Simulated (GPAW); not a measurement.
A calculation with GPAW 26.7.0 of ZnAu (cli, structure from a POSCAR):

POSCAR

```
ZnAu
1.0
    3.1470000000      0.0000000000      0.0000000000
    0.0000000000      3.1470000000      0.0000000000
    0.0000000000      0.0000000000      3.1470000000
Au Zn
1 1
Direct
    0.0000000000      0.0000000000      0.0000000000
    0.5000000000      0.5000000000      0.5000000000
```

Potentials or basis: GPAW PAW data sets (gpaw-data 1.2.1), pw.

Run with:

```sh
$ OMP_NUM_THREADS=1 gpaw run POSCAR -p 'mode=PW(600),xc=PBE,kpts={size:(8,8,8),gamma:True},occupations={name:fermi-dirac,width:0.05},nbands=22,convergence={density:1e-05,energy:1e-05},maxiter=150,txt=gpaw.txt' --properties efs -w gs.gpw
```

Question: Write the same calculation in another form: ASE script, structure typed inline.

Answer: As run:

File run.py:

```python
from ase import Atoms
from ase.dft.bandgap import bandgap
from ase.io import write
from ase.units import Bohr, GPa
from gpaw import GPAW, PW
from gpaw.elf import elf_from_dft_calculation

atoms = Atoms(['Au', 'Zn'],
              cell=[[3.147, 0.0, 0.0],
                    [0.0, 3.147, 0.0],
                    [0.0, 0.0, 3.147]],
              scaled_positions=[[0.0, 0.0, 0.0],
                                [0.5, 0.5, 0.5]],
              pbc=True)

calc = GPAW(mode=PW(600),
            xc='PBE',
            kpts={'size': (8, 8, 8), 'gamma': True},
            occupations={'name': 'fermi-dirac', 'width': 0.05},
            nbands=22,
            convergence={'density': 1e-05, 'energy': 1e-05},
            maxiter=150,
            txt='gpaw.txt')
atoms.calc = calc
energy = atoms.get_potential_energy()
forces = atoms.get_forces()
stress = atoms.get_stress()
calc.write('gs.gpw')
write('result.traj', atoms)
print(f'Energy: {energy:.6f} eV')
print('Forces (eV/A):')
print(forces.round(4))
print('Stress (GPa):', (stress / GPa).round(3))
print('Fermi level:', round(calc.get_fermi_level(), 4), 'eV')
print(f'Gap: {bandgap(calc)[0]:.4f} eV, direct: {bandgap(calc, direct=True)[0]:.4f} eV')

# fields on the real-space grid
write('density.cube', atoms, data=calc.get_pseudo_density() * Bohr**3)
write('potential.cube', atoms, data=calc.get_electrostatic_potential())
write('elf.cube', atoms, data=elf_from_dft_calculation(calc).data)
```

Potentials or basis: GPAW PAW data sets (gpaw-data 1.2.1), pw.

The run is started by

```bash
$ OMP_NUM_THREADS=1 python run.py
```

Both were run:

|  | cli, structure from a POSCAR | ASE script, structure typed inline |
| --- | --- | --- |
| Pressure | 5.5 GPa | 5.5 GPa |
| Band gap on the k mesh | none (metal or under the smearing width) | none (metal or under the smearing width) |

Keys that steer only the numerical path or the files written may differ.

Caveat: with this Au data set, volumes or pressures lay over 1.5 % or 2 GPa off other programs in two to four cells of ten.
